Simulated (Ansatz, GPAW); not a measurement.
Given: the input of a run of GPAW 26.7.0 (ASE script) on FeO. The cell comes from a database or a generator and needn't be the stable form of this composition.

The input run.py:

```python
from ase import Atoms
from ase.dft.bandgap import bandgap
from ase.io import write
from ase.units import GPa
from gpaw import GPAW, PW, setup_paths

setup_paths.insert(0, '.')

atoms = Atoms(['Fe', 'Fe', 'O', 'O'],
              cell=[[2.682362, -1.52443, 0.0],
                    [2.682362, 1.52443, 0.0],
                    [-0.234311, 0.0, 5.269449]],
              scaled_positions=[[0.0, 0.0, 0.5],
                                [0.0, 0.0, 0.0],
                                [0.335467, 0.335467, 0.744299],
                                [0.664533, 0.664533, 0.255701]],
              pbc=True)
atoms.set_initial_magnetic_moments([3.0, 3.0, 0.0, 0.0])

calc = GPAW(mode=PW(800),
            xc='PBEsol',
            kpts={'size': (10, 10, 5), 'gamma': True},
            occupations={'name': 'fermi-dirac', 'width': 0.05},
            nbands=29,
            convergence={'density': 1e-05, 'energy': 1e-05},
            maxiter=150,
            txt='gpaw.txt')
atoms.calc = calc
energy = atoms.get_potential_energy()
forces = atoms.get_forces()
stress = atoms.get_stress()
calc.write('gs.gpw')
write('result.traj', atoms)
print(f'Energy: {energy:.6f} eV')
print('Forces (eV/A):')
print(forces.round(4))
print('Stress (GPa):', (stress / GPa).round(3))
print('Moments:', calc.get_magnetic_moments().round(3))
print('Fermi level:', round(calc.get_fermi_level(), 4), 'eV')
print(f'Gap: {bandgap(calc)[0]:.4f} eV, direct: {bandgap(calc, direct=True)[0]:.4f} eV')
```

Potentials or basis: PAW data sets generated in the run's folder for this functional, pw.

Run with:

```sh
$ gpaw-setup -f PBEsol Fe O
$ OMP_NUM_THREADS=1 python run.py
```

Translate it to Ansatz 0.2.0. Potentials or basis there: all-electron LAPW, scalar-relativistic.

As run (cutoffs and basis follow the program's own potentials, and thresholds, step limits or extra output files can differ):

The input input.yaml:

```yaml
crystal:
  lattice:
    - [2.682362, -1.52443, 0.0]
    - [2.682362, 1.52443, 0.0]
    - [-0.234311, 0.0, 5.269449]
  atoms:
    - { symbol: Fe, position: [0.0, 0.0, 0.5], spin: 3.0 }
    - { symbol: Fe, position: [0.0, 0.0, 0.0], spin: 3.0 }
    - { symbol: O, position: [0.335467, 0.335467, 0.744299] }
    - { symbol: O, position: [0.664533, 0.664533, 0.255701] }
kpoints:
  mp_grid: { grid: [10, 10, 5] }
scf:
  occupations: { method: fermi_dirac, width: 0.05 }
hamiltonian:
  xc: pbesol
  pseudopotentials: { kind: all_electron, lapw: { basis_error: 0.001 } }
magnetization:
  spin_polarized: true
output:
  forces: true
  stress: true
  eigenvalues: true
  populations: true
```

Potentials or basis: all-electron LAPW, scalar-relativistic.

The run is started by

```sh
$ ansatz run input.yaml --threads 4 --pin off --max-ram 12288MiB --backend cpu --events-out ev --progress --plain --runs-dir out
```

Both were run:

|  | GPAW | Ansatz |
| --- | --- | --- |
| Pressure | -16.2 GPa | -20.8 GPa |
| Largest force | 0.181 eV/Å | 0.183 eV/Å |
| Net moment | 8.00 μB per cell | 0.06 μB per cell |

Where Ansatz's input types no cutoff or centring, it takes its own default and a Γ-centred mesh.

The magnetic state is the one that the start led to; the real crystal's order can differ.

The two runs disagree by more than potentials and bases usually give (in gap, levels, pressure or energy); the cause wasn't traced.

The cell lies far from this level's equilibrium.

Pressure is positive in compression.
